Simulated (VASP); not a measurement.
Write the native input for VASP 6.6.1 that does the following.

```
Task                   : single point
Functional             : PBEsol
Potentials or basis    : VASP PAW PBE potentials, release 64 (Os)
Cutoff                 : 520 eV
k mesh                 : 20 × 20 × 20
Occupations            : gaussian, width 0.1 eV
Spin                   : no spin polarisation
Dipole correction      : no
Further INCAR settings : ALGO = Normal; EDIFF = 1e-06; NBANDS = 10
```

The structure of Os lies in POSCAR:

```
Os
1.0
   -1.5309459034      1.5309459034      1.5309459034
    1.5309459034     -1.5309459034      1.5309459034
    1.5309459034      1.5309459034     -1.5309459034
Os
1
Direct
    0.0000000000      0.0000000000      0.0000000000
```

This isn't the form of Os at room conditions, which is hcp.

One way to write it, as run:

INCAR

```
PREC = Accurate ; ENCUT = 520
EDIFF = 1E-6 ; ISMEAR = 0
SIGMA = 0.1 ; LREAL = False
LASPH = True ; NELM = 100
ALGO = Normal ; ISIF = 2
LWAVE = False ; LCHARG = False
GGA = PS ; NBANDS = 10
```

KPOINTS

```
Automatic mesh
0
Gamma
  20 20 20
```

Potentials or basis: VASP PAW PBE potentials, release 64 (Os).

Command:

```sh
$ cat potpaw_PBE.64/Os/POTCAR > POTCAR
$ mpirun -np 1 vasp_std > vasp.out
```

Results of the run:

- Pressure: 0.6 GPa
- Band gap on the k mesh: none (metal or under the smearing width)

Caveat: the PAW data sets were made with another functional, which shifts forces and pressure a little.

It took 21 s on 1 thread of AMD EPYC 7R13 Processor (Zen 3) (shared host), peak memory 0.13 GiB.
